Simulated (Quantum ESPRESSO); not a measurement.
Co:

```
Co
1.0
     2.47200    0.00000    0.00000
    -1.23600    2.14081    0.00000
     0.00000    0.00000    4.02114
Co
2
Direct
  0.66667 0.33333 0.75000
  0.33333 0.66667 0.25000
```

```yaml
Program: Quantum ESPRESSO 7.5
Task: relaxation of cell and atoms
Functional: PBEsol
Potentials_or_basis: GBRV 1.5 PBEsol
Cutoff: 762 eV
Density_cutoff: 6095 eV
k_mesh: 8 × 8 × 5
Occupations: fermi-dirac, width 0.05 eV
Spin: collinear spin, ferromagnetic start
Starting_moments: "[2.0, 2.0] μB"
```

At the start: pressure -5.1 GPa; volume 10.64 Å³/atom.

How do energy, volume and symmetry change on relaxing?

Over 5 steps the energy falls by 3.8 meV/atom and the volume is 10.41 Å³/atom (-2.1 %); space group P6_3/mmc (No. 194, to 0.05 Å); moment 3.31 μB per cell.

Step by step:
```
step  energy change (eV)  largest force (eV/Å)  pressure (GPa)  volume (Å³)
   1              0.0000                0.0000           -5.08        21.28
   2             -0.0041                0.0000           -3.42        21.13
   3             -0.0074                0.0000            0.22        20.81
   4             -0.0075                0.0000            0.13        20.82
   5             -0.0076                0.0000           -0.03        20.83
```

Final structure:
```
Co
1.0
     2.46018    0.00000    0.00000
    -1.23009    2.13058    0.00000
     0.00000    0.00000    3.97363
Co
2
Direct
  0.66667 0.33333 0.75000
  0.33333 0.66667 0.25000
```

Caveat: the k mesh is coarse (spacing up to 0.37 Å⁻¹), so the values aren't converged.
